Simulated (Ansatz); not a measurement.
# Pt (Fm-3m) in Ansatz: notebook

One crystal, Pt, is run at these levels: PBE; tasks: single point.

Program: Ansatz 0.2.0. These are calculated values, not measurements. Logs are shortened: lines on timing, memory, paths and dates and some standing lists are left out, and cuts for length are marked.

## 1. The crystal as given

The structure is cubic, space group Fm-3m (No. 225). Conventional cell: a = 3.922 Å, b = 3.922 Å, c = 3.922 Å, α = 90.00°, β = 90.00°, γ = 90.00°. Pt (site symmetry m-3m) has 12 Pt at 2.77 Å as nearest neighbours.

## 2. Single point, PBE

input.yaml

```yaml
crystal:
  lattice:
    - [0.0, 1.9609, 1.9609]
    - [1.9609, 0.0, 1.9609]
    - [1.9609, 1.9609, 0.0]
  atoms:
    - { symbol: Pt, position: [0.0, 0.0, 0.0] }
hamiltonian:
  xc: pbe
  pseudopotentials: { kind: paw }
kpoints:
  mp_grid: { grid: [12, 12, 12] }
scf:
  occupations: { method: gaussian, width: 0.019 }
output:
  forces: true
  stress: true
  eigenvalues: true
  write_density: true
  write_potential: true
  elf: true
  volumetric_format: npy
```

Potentials or basis: Ansatz PAW.

On the command line:

```console
ansatz run input.yaml --threads 2 --pin off --max-ram 5632MiB --backend cpu --events-out ev --progress --plain --runs-dir out
```

The log of the run:

```text
Warning: RAYON_NUM_THREADS=2 ignored (pool sized by the plan → 2); use --threads N
Engine: ansatz 0.2.0, x86_64-unknown-linux-gnu
Pseudopotentials: kind: paw
Pseudopotential: Pt, paw, valence charge 18, recommended cutoff 420 eV (normal), Pt.paw.azcp
Functional definition: PBE
  parameter kappa = 0.804
  parameter beta = 0.06672455060314922
  exchange = pbe_x(kappa = kappa, mu = beta*pi^2/3)
  correlation = pbe_c(beta = beta)
Crystal: 1 atoms, lattice volume = 15.080 Å³
Basis set: ecut = 420 eV, 283 PW (Γ), exchange–correlation on 40×40×40 points (8 copies of the dense FFT grid, shifted against one another)
Bands: 13, of which v1, the nominal top of the filled ones, is band 9 counted from 1 (8 counted from 0)
Symmetry: 48 space group operations
Space group: Fm-3m (ITA 225), of the structure as read, at distance tolerance 2.5e-5 Å
k-points: 72 of 1728
Non-local potential: Pt, projectors of the file, l = 0: 3, l = 1: 2, l = 2: 2, l = 3: 1
PAW form: soft (Blöchl's): semilocal exchange-correlation on the pseudo side does not see the compensation charge
PAW one-centre angular grid: Pt, 590 points (default); XC on 64 Gauss nodes
Initial density: superposition of atomic densities (neutral atoms: chi_scale 0, normalization atom), corrected by the library's trained network
Initial wavefunctions: pseudopotential atomic-orbital guess
Functional: x = pbe(κ = 0.804, μ = 0.2195149727645171), c = pbe(β = 0.06672455060314922)
SCF iter   1: F=—  HF=-12522.997225 eV  |F-HF|=—  |Δ(HF+E_count)|=         —  Δρ=2.96e-3  dr2=2.39e-4  ethr=1.77e-3  ⟨swp⟩=5.5  Hψ=5003  notcnv=0
preconditioner: auto → none  [metal: Δε(μ)=0.007 eV  Ē_g=14.216 eV  σ=0.019 eV  W_gap=0.20  n_scr=8 (ndim 8)  ℏωp=30.2 eV  f_vac=0.000  D(μ)=5.99/eV (n_scr^D=168)  sad-step TF]
SCF iter   2: F=—  HF=-12522.997978 eV  |F-HF|=—  |Δ(HF+E_count)|=   7.53e-4  Δρ=1.63e-3  dr2=6.38e-5  ethr=1.33e-6  ⟨swp⟩=2.7  Hψ=2216  notcnv=0  defer=1
SCF iter   3: F=—  HF=-12522.998167 eV  |F-HF|=—  |Δ(HF+E_count)|=   1.89e-4  Δρ=2.11e-4  dr2=4.82e-6  ethr=3.54e-7  ⟨swp⟩=2.0  Hψ=1332  notcnv=0  defer=1
SCF iter   4: F=—  HF=-12522.998166 eV  |F-HF|=—  |Δ(HF+E_count)|=   3.46e-7  Δρ=6.33e-5  dr2=1.45e-7  ethr=2.68e-8  ⟨swp⟩=2.0  Hψ=1266  notcnv=0  defer=1
iter 5 did not close the SCF: its close was put off for the readings that it lacked (scf_convergence_deferred on its scf_iter line)
SCF iter   5: F=-12522.998166 eV  HF=-12522.998166 eV  |F-HF|=1.55e-8  |Δ(HF+E_count)|=   6.90e-8  Δρ=1.46e-5  dr2=1.90e-8  ethr=8.07e-10  ⟨swp⟩=2.9  Hψ=1703  notcnv=0  defer=1
SCF iter   6: F=-12522.998166 eV  HF=-12522.998166 eV  |F-HF|=1.62e-10  |Δ(HF+E_count)|=   6.18e-9  Δρ=2.89e-6  dr2=4.71e-10  ethr=1.06e-10  ⟨swp⟩=4.6  Hψ=4787  notcnv=0
SCF 1 converged in 6 iterations: F = -12522.998166 eV  dr2 = 4.71e-10
SCF converged after 6 iterations
Free energy (F): -12522.998166 eV
Harris-Foulkes:  -12522.998166 eV  (|F-HF|=1.62e-10)
Internal energy: -12522.997091 eV  (E = F + TS)
E sigma→0 (E₀):  -12522.997629 eV
Entropy (-TS):   -0.001075 eV (-1.075 meV/atom)
Fermi energy:    23.436920 eV
--- Per-component energies (eV) ---
  E_band       = -128.081629
  E_kinetic    = 638.493604
  E_local      = -1461.431271  (includes V_loc(G=0)·N_el)
  E_nonlocal   = 199.847686
  E_hartree    = 543.435392
  E_xc         = -262.167574
  E_vxc        = -303.372385  (∫ρ·V_xc dr)
  E_paw        = -9454.033789  (= ΣΔE_a)
  E_vpaw       = -288.490802  (= ΣTr[D̂ρ^β])
  E_aug_tail   = 0.000205  (compensation charges beyond the density's cutoff)
  E_ewald      = -2727.141345
  E_smearing   = -0.001075  (= −TS)
  E_closure    = -0.000000  (closes the sum)
  Σ components = -12522.998166   (vs F -12522.998166, Δ=0.00e0)
--- Forces (eV/Å), atoms counted from 1 ---
  atom   1  Pt    -0.00000000     0.00000000    -0.00000000
  max |Σ_I F_I| component: 5.75e-32 eV/Å
--- Stress (GPa, compression-positive) ---
       10.209349      -0.000000      -0.000000
        0.000000      10.209349       0.000000
        0.000000      -0.000000      10.209349
  P = ⅓ Tr σ = 10.2093 GPa (102.093 kbar)
--- Band table (eV; the first three rows and the last of 72) ---
  k-point 0: bands = ["-75.0817", "-29.0786", "-29.0786", "-29.0786", "13.1744", "19.6142", "19.6142", "19.6142", "21.7765", "21.7765", "38.0244", "42.9650", "42.9650"]
  k-point 1: bands = ["-75.0795", "-29.1112", "-29.0833", "-29.0833", "13.4532", "19.4935", "19.7226", "19.7226", "21.7185", "21.7185", "38.4469", "41.6432", "43.3866"]
  k-point 2: bands = ["-75.0734", "-29.1996", "-29.0960", "-29.0960", "14.2255", "19.2526", "19.9428", "19.9428", "21.6721", "21.6721", "39.2870", "39.4395", "44.5599"]
  k-point 71: bands = ["-75.0373", "-29.3941", "-29.3941", "-29.2612", "17.7307", "18.8464", "18.8464", "21.4023", "23.9190", "30.5433", "31.6950", "31.6950", "35.4549"]
```

Wall time 1.2 s (2 threads of AMD EPYC 7R43 (Zen 3), shared host); peak memory 0.32 GiB.

Results:

- Free energy: -12522.9982 eV
- Pressure: 10.2 GPa
- Band gap on the k mesh: none (metal or under the smearing width)

Levels at points of the mesh, in eV from the Fermi level:
```
             k point  band 6  band 7  band 8  band 9  band 10  band 11  band 12  band 13
  (0.00, 0.00, 0.00)   -3.82   -3.82   -3.82   -1.66    -1.66    14.59    19.53    19.53
 (0.00, 0.00, -0.50)   -3.89   -3.89   -0.52    0.02     0.02     5.83    14.16    18.93
(0.00, -0.50, -0.50)   -6.66   -0.01    0.48    0.48     1.74     8.87    11.37    11.37
```

## 3. Single point, PBE

Changes to input.yaml since step 2:

```diff
@@ -13,3 +13,3 @@
 scf:
-  occupations: { method: gaussian, width: 0.019 }
+  occupations: { method: gaussian, width: 0.02 }
 output:
```

Potentials or basis: Ansatz PAW.

On the command line:

```console
ansatz run input.yaml --threads 2 --pin off --max-ram 5632MiB --backend cpu --events-out ev --progress --plain --runs-dir out
```

It took 1.2 s on 2 threads of AMD EPYC 7R43 (Zen 3), shared host; peak memory 0.32 GiB.

The run converged. Its results:

* Free energy: -12522.9982 eV
* Pressure: 10.2 GPa
* Band gap on the k mesh: none (metal or under the smearing width)

Levels at points of the mesh, in eV from the Fermi level:
```
             k point  band 7  band 8  band 9  band 10  band 11  band 12
  (0.00, 0.00, 0.00)   -3.82   -3.82   -1.66    -1.66    14.59    19.53
 (0.00, 0.00, -0.50)   -3.89   -0.52    0.02     0.02     5.83    14.16
(0.00, -0.50, -0.50)   -0.01    0.48    0.48     1.74     8.87    11.37
```

## 4. Single point, PBE

Changes to input.yaml since step 3:

```diff
@@ -13,3 +13,3 @@
 scf:
-  occupations: { method: gaussian, width: 0.02 }
+  occupations: { method: gaussian, width: 0.021 }
 output:
@@ -18,5 +18 @@
   eigenvalues: true
-  write_density: true
-  write_potential: true
-  elf: true
-  volumetric_format: npy
```

On the command line:

```console
ansatz run input.yaml --threads 2 --pin off --max-ram 5632MiB --backend cpu --events-out ev --progress --plain --runs-dir out
```

It took 1.1 s on 2 threads of AMD EPYC 7R43 (Zen 3), shared host; peak memory 0.31 GiB.

It converged, with:

- Free energy: -12522.9983 eV
- Pressure: 10.2 GPa
- Band gap on the k mesh: none (metal or under the smearing width)

Levels at points of the mesh, in eV from the Fermi level:
```
             k point  band 5  band 6  band 7  band 8  band 9  band 10  band 11  band 12  band 13
  (0.00, 0.00, 0.00)  -10.26   -3.82   -3.82   -3.82   -1.66    -1.66    14.59    19.53    19.53
 (0.00, 0.00, -0.50)   -7.37   -3.89   -3.89   -0.52    0.02     0.02     5.83    14.16    18.93
(0.00, -0.50, -0.50)   -7.12   -6.66   -0.01    0.48    0.48     1.74     8.87    11.37    11.37
```

Spin-orbit coupling is left out, which matters for the levels of Pt.

## 5. Single point, PBE

Changes to input.yaml since step 4:

```diff
@@ -13,3 +13,3 @@
 scf:
-  occupations: { method: gaussian, width: 0.021 }
+  occupations: { method: gaussian, width: 0.022 }
 output:
```

Potentials or basis: Ansatz PAW.

On the command line:

```console
ansatz run input.yaml --threads 2 --pin off --max-ram 5632MiB --backend cpu --events-out ev --progress --plain --runs-dir out
```

The log of the run:

```text
Warning: RAYON_NUM_THREADS=2 ignored (pool sized by the plan → 2); use --threads N
[... 8 set-up lines as earlier in the session ...]
Crystal: 1 atoms, lattice volume = 15.080 Å³
Basis set: ecut = 420 eV, 283 PW (Γ), exchange–correlation on 40×40×40 points (8 copies of the dense FFT grid, shifted against one another)
Bands: 13, of which v1, the nominal top of the filled ones, is band 9 counted from 1 (8 counted from 0)
[... 2 set-up lines as earlier in the session ...]
k-points: 72 of 1728
[... 6 set-up lines as earlier in the session ...]
SCF iter   1: F=—  HF=-12522.997464 eV  |F-HF|=—  |Δ(HF+E_count)|=         —  Δρ=2.98e-3  dr2=2.44e-4  ethr=1.77e-3  ⟨swp⟩=5.5  Hψ=5047  notcnv=0
preconditioner: auto → none  [metal: Δε(μ)=0.007 eV  Ē_g=14.216 eV  σ=0.022 eV  W_gap=0.18  n_scr=8 (ndim 8)  ℏωp=30.2 eV  f_vac=0.000  D(μ)=5.46/eV (n_scr^D=136)  sad-step TF]
SCF iter   2: F=—  HF=-12522.998153 eV  |F-HF|=—  |Δ(HF+E_count)|=   6.90e-4  Δρ=1.64e-3  dr2=6.44e-5  ethr=1.35e-6  ⟨swp⟩=2.7  Hψ=2181  notcnv=0  defer=1
SCF iter   3: F=—  HF=-12522.998342 eV  |F-HF|=—  |Δ(HF+E_count)|=   1.88e-4  Δρ=2.24e-4  dr2=5.72e-6  ethr=3.58e-7  ⟨swp⟩=2.0  Hψ=1282  notcnv=0  defer=1
SCF iter   4: F=—  HF=-12522.998341 eV  |F-HF|=—  |Δ(HF+E_count)|=   5.87e-7  Δρ=6.39e-5  dr2=1.54e-7  ethr=3.18e-8  ⟨swp⟩=2.0  Hψ=1262  notcnv=0  defer=1
iter 5 did not close the SCF: its close was put off for the readings that it lacked (scf_convergence_deferred on its scf_iter line)
SCF iter   5: F=-12522.998341 eV  HF=-12522.998341 eV  |F-HF|=9.00e-9  |Δ(HF+E_count)|=   7.31e-8  Δρ=1.26e-5  dr2=1.20e-8  ethr=8.55e-10  ⟨swp⟩=2.5  Hψ=1592  notcnv=0  defer=1
SCF iter   6: F=-12522.998341 eV  HF=-12522.998341 eV  |F-HF|=2.06e-10  |Δ(HF+E_count)|=   3.18e-9  Δρ=3.01e-6  dr2=5.77e-10  ethr=6.69e-11  ⟨swp⟩=2.0  Hψ=2969  notcnv=0
SCF 1 converged in 6 iterations: F = -12522.998341 eV  dr2 = 5.77e-10
SCF converged after 6 iterations
Free energy (F): -12522.998341 eV
Harris-Foulkes:  -12522.998341 eV  (|F-HF|=2.06e-10)
Internal energy: -12522.997027 eV  (E = F + TS)
E sigma→0 (E₀):  -12522.997684 eV
Entropy (-TS):   -0.001314 eV (-1.314 meV/atom)
Fermi energy:    23.436798 eV
--- Per-component energies (eV) ---
  E_band       = -128.080925
  E_kinetic    = 638.493937
  E_local      = -1461.432074  (includes V_loc(G=0)·N_el)
  E_nonlocal   = 199.847838
  E_hartree    = 543.435900
  E_xc         = -262.167609
  E_vxc        = -303.372425  (∫ρ·V_xc dr)
  E_paw        = -9454.033879  (= ΣΔE_a)
  E_vpaw       = -288.490907  (= ΣTr[D̂ρ^β])
  E_aug_tail   = 0.000205  (compensation charges beyond the density's cutoff)
  E_ewald      = -2727.141345
  E_smearing   = -0.001314  (= −TS)
  E_closure    = 0.000000  (closes the sum)
  Σ components = -12522.998341   (vs F -12522.998341, Δ=0.00e0)
--- Forces (eV/Å), atoms counted from 1 ---
  atom   1  Pt     0.00000000    -0.00000000     0.00000000
  max |Σ_I F_I| component: 4.11e-33 eV/Å
--- Stress (GPa, compression-positive) ---
       10.211924       0.000000      -0.000000
        0.000000      10.211924      -0.000000
        0.000000      -0.000000      10.211924
  P = ⅓ Tr σ = 10.2119 GPa (102.119 kbar)
--- Band table (eV; the first three rows and the last of 72) ---
  k-point 0: bands = ["-75.0816", "-29.0785", "-29.0785", "-29.0785", "13.1744", "19.6142", "19.6142", "19.6142", "21.7766", "21.7766", "38.0243", "42.9650", "42.9650"]
  k-point 1: bands = ["-75.0794", "-29.1111", "-29.0832", "-29.0832", "13.4532", "19.4935", "19.7225", "19.7225", "21.7186", "21.7186", "38.4468", "41.6433", "43.3867"]
  k-point 2: bands = ["-75.0733", "-29.1995", "-29.0960", "-29.0960", "14.2255", "19.2526", "19.9428", "19.9428", "21.6722", "21.6722", "39.2870", "39.4394", "44.5600"]
  k-point 71: bands = ["-75.0372", "-29.3941", "-29.3941", "-29.2612", "17.7308", "18.8464", "18.8464", "21.4024", "23.9190", "30.5434", "31.6950", "31.6950", "35.4550"]
```

Wall time 0.78 s (2 threads of AMD EPYC 7R43 (Zen 3), shared host); peak memory 0.32 GiB.

What came out:

```yaml
Free_energy: -12522.9983 eV
Pressure: 10.2 GPa
Band_gap_on_the_k_mesh: none (metal or under the smearing width)
```

Spin-orbit coupling is left out, which matters for the levels of Pt.

## 6. Overview

```tsv
smearing	gap on the mesh (eV)	pressure (GPa)
gaussian 0.019 eV	none	10.2
gaussian 0.02 eV	none	10.2
gaussian 0.021 eV	none	10.2
gaussian 0.022 eV	none	10.2
```

Alike in all rows: task single point; level PBE; potentials or basis Ansatz PAW; no spin polarisation; cell as given; k mesh 12 × 12 × 12; cutoff (eV) 420.

Every run on the cell as given and a fine mesh finds a metal.

Total energies depend on the potentials used, so only differences within one code and one set of settings carry meaning.
